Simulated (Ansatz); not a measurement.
The system is Sn.

```xyz
1
Lattice="-1.7265 1.7755 2.3383 1.7265 -1.7755 2.3383 1.7265 1.7755 -2.3383" Properties=species:S:1:pos:R:3 pbc="T T T"
Sn    0.0000    0.0000    0.0000
```

This isn't the form of Sn at room conditions, which is tetragonal (white tin).

| Property | Result |
| --- | --- |
| Program | Ansatz 0.2.0 |
| Task | relaxation of cell and atoms |
| Functional | BLYP |
| Potentials or basis | all-electron LAPW, scalar-relativistic |
| Basis error allowed | 0.001 eV/atom |
| k mesh | 11 × 11 × 11 |
| Occupations | fermi-dirac, width 0.05 eV |
| Spin | no spin polarisation |

At the start: volume 28.67 Å³/atom.

Question: Where does the relaxation end?

Answer: Over 7 steps the energy falls by 24.4 meV/atom and the volume is 30.86 Å³/atom (+7.6 %); space group Fm-3m (No. 225, to 0.05 Å).

Step by step:
| step | energy change (eV) | largest force (eV/Å) | volume (Å³) |
| --- | --- | --- | --- |
| 1 | 0.0000 | 0.0000 | 28.67 |
| 2 | -0.0220 | 0.0000 | 30.72 |
| 3 | -0.0230 | 0.0000 | 30.85 |
| 4 | -0.0243 | 0.0000 | 30.82 |
| 5 | -0.0243 | 0.0000 | 30.86 |
| 6 | -0.0243 | 0.0000 | 30.86 |
| 7 | -0.0244 | 0.0000 | 30.86 |

Final structure:
```xyz
1
Lattice="-1.7612 1.7612 2.4871 1.7612 -1.7612 2.4871 1.7612 1.7612 -2.4871" Properties=species:S:1:pos:R:3 pbc="T T T"
Sn    0.0000    0.0000    0.0000
```
